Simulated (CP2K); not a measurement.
Runs of CP2K 2026.2 on Au. It takes space group Fm-3m (No. 225, cubic). Conventional cell: a = 4.070 Å, b = 4.070 Å, c = 4.070 Å, α = 90.00°, β = 90.00°, γ = 90.00°. Au (site symmetry m-3m) has 12 Au at 2.88 Å as nearest neighbours. 

```tsv
task	level	potentials or basis	cell	smearing	NGRIDS	EXTRAPOLATION	potentials	optimiser	most steps	gap on the mesh (eV)	pressure (GPa)	relaxed volume (Å³/atom)
relaxation of cell and atoms	PBEsol	POTENTIAL_UZH Au GTH-PBE-q11; TZVP-MOLOPT-PBE-GTH basis	relaxed	fermi-dirac 0.05 eV	5	USE_PREV_P	Au GTH-PBE-q11 of POTENTIAL_UZH	BFGS	40	none	0.0	17.64
single point	PBE	POTENTIAL_UZH Au GTH-PBE-q11; TZVP-MOLOPT-PBE-GTH basis	as given	gaussian 0.012 eV	4	-	Au GTH-PBE-q11 of POTENTIAL_UZH	-	-	none	16.3	-
single point	PBE	POTENTIAL_UZH Au GTH-PBE-q11; TZVP-MOLOPT-PBE-GTH basis	as given	gaussian 0.026 eV	5	-	Au GTH-PBE-q11 of POTENTIAL_UZH	-	-	none	16.3	-
band structure	PBEsol	POTENTIAL_UZH Au GTH-PBE-q11; TZVP-MOLOPT-PBE-GTH basis	as given	fermi-dirac 0.05 eV	5	-	Au GTH-PBE-q11 of POTENTIAL_UZH	-	-	none	8.8	-
single point	PBE	POTENTIAL_UZH Au GTH-PBE-q11; TZVP-MOLOPT-PBE-GTH basis	as given	gaussian 0.014 eV	4	-	Au GTH-PBE-q11 of POTENTIAL_UZH	-	-	none	16.3	-
relaxation of cell and atoms	LDA	GTH_POTENTIALS Au GTH-PADE-q11; TZVP-MOLOPT-PBE-GTH basis	relaxed	fermi-dirac 0.05 eV	4	USE_PREV_P	Au GTH-PADE-q11 of GTH_POTENTIALS	BFGS	40	none	0.0	(a)
single point	PBE	POTENTIAL_UZH Au GTH-PBE-q11; TZVP-MOLOPT-PBE-GTH basis	as given	gaussian 0.023 eV	4	-	Au GTH-PBE-q11 of POTENTIAL_UZH	-	-	none	16.3	-
```

Alike in all rows: no spin polarisation; k mesh 11 × 11 × 11.

Question: Fill in the values left out.

Answer: (a) 17.06.

Caveats: with these potentials and basis sets, volumes of gold and of layered tellurides can stand 1.5 % and more from those of plane-wave programs; the basis of atomic orbitals isn't converged, which shifts pressures, moduli and gaps; so large a pressure means that the cell lies far from this level's equilibrium, or that cutoff or potentials fall short (some runs); the potentials were made for another functional, which shifts forces and pressure (some runs); the real-space grid breaks the cell's symmetry a little (some runs); spin-orbit coupling is left out, which moves the levels of the heavy elements (some runs).

A k mesh can miss the band edges, and the runs leave out spin-orbit coupling on Au.

A gap of «none» marks a metal or a gap under the smearing width.
